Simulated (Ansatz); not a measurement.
**From the elastic tensor of TaC at 3 GPa (stress–strain coefficients) to moduli and sound speeds**

The calculation used DFT PBEsol, scalar-relativistic, plane waves, PAW in Ansatz 0.2.0. Plane waves to 420 eV; Γ-centred k mesh 16×16×16; Fermi-Dirac smearing of 0.15 eV. No spin polarisation.

Symmetry: Fm-3m, No. 225, cubic system. Conventional cell: a = 4.428 Å, b = 4.428 Å, c = 4.428 Å, α = 90.00°, β = 90.00°, γ = 90.00°. Ta (site symmetry m-3m) has 6 C at 2.21 Å as nearest neighbours. Around C (site symmetry m-3m) lie 6 Ta at 2.21 Å.

In a metal, frequencies and elastic constants depend on the k mesh and the smearing, soft modes and shear constants most. Spin–orbit coupling is left out, which can shift energies with elements as heavy as these.

Relaxed-ion constants (GPa, on the Cartesian axes of the calculation):
```
812.0 127.7 127.7   0.0   0.0   0.0
127.7 812.0 127.7   0.0   0.0   0.0
127.7 127.7 812.0   0.0   0.0   0.0
  0.0   0.0   0.0 189.0   0.0   0.0
  0.0   0.0   0.0   0.0 189.0   0.0
  0.0   0.0   0.0   0.0   0.0 189.0
```

Density 14.765 g/cm³; 2 atoms in 21.70 Å³.

The values that follow are for a polycrystal of randomly turned grains, by Hill's mean where one number stands.

With S = C⁻¹: B_V = (C11+C22+C33+2(C12+C13+C23))/9, G_V = (C11+C22+C33−C12−C13−C23+3(C44+C55+C66))/15, 1/B_R = S11+S22+S33+2(S12+S13+S23), 15/G_R = 4(S11+S22+S33−S12−S13−S23)+3(S44+S55+S66); Hill is their mean. Then v_l = √((B+4G/3)/ρ), v_t = √(G/ρ), v_m = [(2/v_t³+1/v_l³)/3]^(−1/3) and Θ = (ħ/k_B)·v_m·(6π²n/V)^(1/3) for n atoms in the volume V; E = 9BG/(3B+G), ν = (3B−2G)/(2(3B+G)) and A^U = 5G_V/G_R + B_V/B_R − 6.

* Bulk modulus, Voigt / Reuss / Hill: 355.8 / 355.8 / 355.8 GPa
* Shear modulus, Voigt / Reuss / Hill: 250.3 / 230.2 / 240.2 GPa
* Young's modulus: 588 GPa
* Poisson ratio: 0.224
* Pugh ratio B/G: 1.48
* Universal anisotropy index: 0.44
* Longitudinal and transverse sound speeds: 6767 and 4034 m/s
* Debye temperature from the mean sound speed: 600 K

Cost: 1 run of about 0.39 core-minutes, on AMD EPYC 9R45 (Zen 5) (shared hosts).

TaC resists axial strain far more than shear along the cube axes: C11 is 812.0 GPa, C44 only 189.0 GPa. Stretching along a cube axis works directly against the Ta–C σ bonds formed by Ta 5d and C 2p orbitals, whereas the C44 shear mainly bends them. Because C44 also lies well below (C11−C12)/2, a single crystal is stiffest along ⟨100⟩ and most compliant along ⟨111⟩. C12 is smaller than C44, which points to directional, non-central forces despite the metallic character. The valence electron that TaC has beyond a group 4 carbide enters metal t2g states, and this probably helps keep C44 low.

The tensor meets the cubic conditions for elastic stability at this pressure, but that covers only homogeneous strain, not phonons at finite wavevector. The Pugh ratio of 1.48 suggests brittle behaviour, as expected for a refractory carbide, though it is an empirical guide and no measure of fracture toughness. Carbon vacancies, common in real TaC, would probably lower the stiffness.
